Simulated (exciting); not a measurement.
Consider RbBr, space group Pm-3m.

```xyz
2
Lattice="4.1261 0.0000 0.0000 0.0000 4.1261 0.0000 0.0000 0.0000 4.1261" Properties=species:S:1:pos:R:3 pbc="T T T"
Rb    0.0000    0.0000    0.0000
Br    2.0630    2.0630    2.0630
```

Absorber: atom 2, with 8 Rb at 3.57 Å (cubic, site symmetry m-3m). Method: exciting, all-electron LAPW+lo, LDA, exchange and screened direct term (singlet BSE), 4×4×4 shifted k points, 31 conduction bands, |G+q| up to 3 bohr⁻¹, full RPA screening with nempty = 56, Lorentzian half width 1.26 eV.

**Question.** What does the Br K spectrum look like, and is there a bound core exciton?

Bound core exciton? Undecided on this mesh: the first bright state (over 5 % of the brightest) lies at -0.17 eV from the Kohn–Sham onset and at -0.70 eV from the lowest bare transition of its own mesh; weaker or dark states reach down to -0.82 eV. Maxima (height): 1.4 eV (1.00), 7.6 eV (0.37) and 15.9 eV (0.48).

Energy from the Kohn–Sham onset, core level to the lowest empty state found on the meshes used; Im ε in relative units:

| E (eV) | Im ε |
| --- | --- |
| -9.0 | 0.03 |
| -8.5 | 0.03 |
| -8.0 | 0.03 |
| -7.5 | 0.04 |
| -7.0 | 0.04 |
| -6.5 | 0.04 |
| -6.0 | 0.05 |
| -5.5 | 0.06 |
| -5.0 | 0.06 |
| -4.5 | 0.07 |
| -4.0 | 0.09 |
| -3.5 | 0.10 |
| -3.0 | 0.12 |
| -2.5 | 0.15 |
| -2.0 | 0.20 |
| -1.5 | 0.26 |
| -1.0 | 0.36 |
| -0.5 | 0.50 |
| 0.0 | 0.68 |
| 0.5 | 0.87 |
| 1.0 | 0.98 |
| 1.5 | 1.00 |
| 2.0 | 0.99 |
| 2.5 | 0.97 |
| 3.0 | 0.94 |
| 3.5 | 0.86 |
| 4.0 | 0.73 |
| 4.5 | 0.59 |
| 5.0 | 0.47 |
| 5.5 | 0.40 |
| 6.0 | 0.35 |
| 6.5 | 0.34 |
| 7.0 | 0.35 |
| 7.5 | 0.37 |
| 8.0 | 0.36 |
| 8.5 | 0.34 |
| 9.0 | 0.33 |
| 9.5 | 0.33 |
| 10.0 | 0.33 |
| 10.5 | 0.34 |
| 11.0 | 0.37 |
| 11.5 | 0.40 |
| 12.0 | 0.44 |
| 12.5 | 0.46 |
| 13.0 | 0.47 |
| 13.5 | 0.46 |
| 14.0 | 0.46 |
| 14.5 | 0.46 |
| 15.0 | 0.46 |
| 15.5 | 0.48 |
| 16.0 | 0.48 |
| 16.5 | 0.46 |
| 17.0 | 0.42 |
| 17.5 | 0.38 |
| 18.0 | 0.35 |
| 18.5 | 0.33 |
| 19.0 | 0.32 |
| 19.5 | 0.31 |
| 20.0 | 0.31 |
| 20.5 | 0.31 |
| 21.0 | 0.29 |
| 21.5 | 0.27 |
| 22.0 | 0.25 |
| 22.5 | 0.23 |

Binding energies aren't converged on 64 k points, and fine structure above the first lines is partly noise of the mesh. Exchange and the short-range direct term aren't converged in the kernel cutoff. The zero comes from the unshifted 4×4×4 ground-state mesh; it is exact only where the band minimum lies on that mesh. The structure is a Materials Project entry, computed there, and may be a hypothetical form.

[Banner, clock and machine lines of the logs are left out without a mark of their own.]

[Logs are printed without paths, hosts, clocks, repeated set-up lines and the standing remarks that a program may print on its own settings, such as how far it seeks lower states.]

[Hosts, paths, dates, database ids (printed as entryN), source tags and the programs' standing remarks are cut or masked in the printed files.]
